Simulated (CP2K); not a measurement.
MgO under changes of volume

One of the cells (9.221 Å³/atom); the others are scaled copies at fixed shape and fractional positions:

```
Mg O
1.0
     2.96561    0.00000    0.00000
     1.48280    2.56829    0.00000
     1.48280    0.85610    2.42141
Mg O
1 1
Direct
  0.00000 0.00000 0.00000
  0.50000 0.50000 0.50000
```

The cell is a database's computed one.

```yaml
Program: CP2K 2026.2
Functional: r2SCAN
Potentials_or_basis: POTENTIAL_UZH Mg GTH-SCAN-q10, O GTH-SCAN-q6; TZVP-MOLOPT-SCAN-GTH basis
Density_cutoff: 19048 eV
k_mesh: 11 × 11 × 11
Occupations: fermi-dirac, width 0.05 eV
Spin: no spin polarisation
```

| volume (Å³/atom) | energy over the lowest point (meV/atom) | pressure (GPa) | gap on the mesh (eV) |
| --- | --- | --- | --- |
| 8.668 | 40.98 | 17.8 | 6.41 |
| 8.853 | 23.32 | 13.0 | 6.18 |
| 9.037 | 10.92 | 8.6 | 5.96 |
| 9.221 | ? | ? | ? |
| 9.406 | 0.00 | 1.1 | 5.54 |
| 9.590 | 0.63 | -2.1 | 5.35 |
| 9.775 | 4.80 | -5.1 | 5.17 |

What does the run at 9.221 Å³/atom give?

Energy over the lowest point 3.29 meV/atom; pressure 4.7 GPa; gap on the mesh 5.75 eV.

Worked out: A Birch-Murnaghan fit of order 3 (a polynomial in V^(-2/3)) to the other rows has its minimum at 9.47 Å³/atom with B0 = V·E''(V) = 169 GPa and B' = 3.9. It gives 3.32 meV/atom at 9.221 Å³/atom, against the run's 3.29, and -dE/dV = 4.7 GPa, against 4.7. A straight line through the other rows of the gap, of slope -10.4 eV per unit of ln V (its deformation potential), gives 5.76 eV, against the run's 5.75.

Energies are extrapolated to zero smearing.

Caveats: the basis of atomic orbitals isn't converged, which shifts pressures, moduli and gaps.
